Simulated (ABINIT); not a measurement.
A run of ABINIT 10.8.3 (patched build):

File run.abi:

```
# Pseudopotentials
pp_dirpath "./"
pseudos "Ni.GGA_PBE-JTH.xml, Al.GGA_PBE-JTH.xml"

# Structure
acell 5.444300965 5.444300965 5.444300965
rprim
     1.0000000000     0.0000000000     0.0000000000
     0.0000000000     1.0000000000     0.0000000000
     0.0000000000     0.0000000000     1.0000000000
ntypat 2
znucl 28 13
natom 2
typat 1 2
xred
     0.5000000000     0.5000000000     0.5000000000
     0.0000000000     0.0000000000     0.0000000000

# Plane-wave basis
ecut 30.0
pawecutdg 52.0

# k points
kptopt 1
ngkpt 4 4 4
nshiftk 1
shiftk 0.0 0.0 0.0

# Exchange and correlation
ixc 11

# Bands and occupations
nband 15
occopt 3
tsmear 0.00183747

# Spin
nsppol 2
spinat
     0.0000000000     0.0000000000     1.0000000000
     0.0000000000     0.0000000000     0.0000000000

# SCF cycle
nstep 100
tolvrs 1.0e-9

# Output
iomode 3
prtwf 0
prteig 0
prtebands 0
enunit 2
prtden 1
prtvha 1
prtvclmb 1
prtpot 1
```

Potentials or basis: JTH PAW PBE v2.0.

The run is started by

```console
$ abinit run.abi > log 2>&1
```

Hardware: 1 thread of Arm Neoverse V2, with other jobs on the host.

Question: How long does it take, and how much memory?

Answer: Run time: 16 s on 1 thread of Arm Neoverse V2 (shared host), peak memory 0.13 GiB. Counts: scf iterations 16, mpi ranks 1, k points 10, bands 15, plane waves 1269.
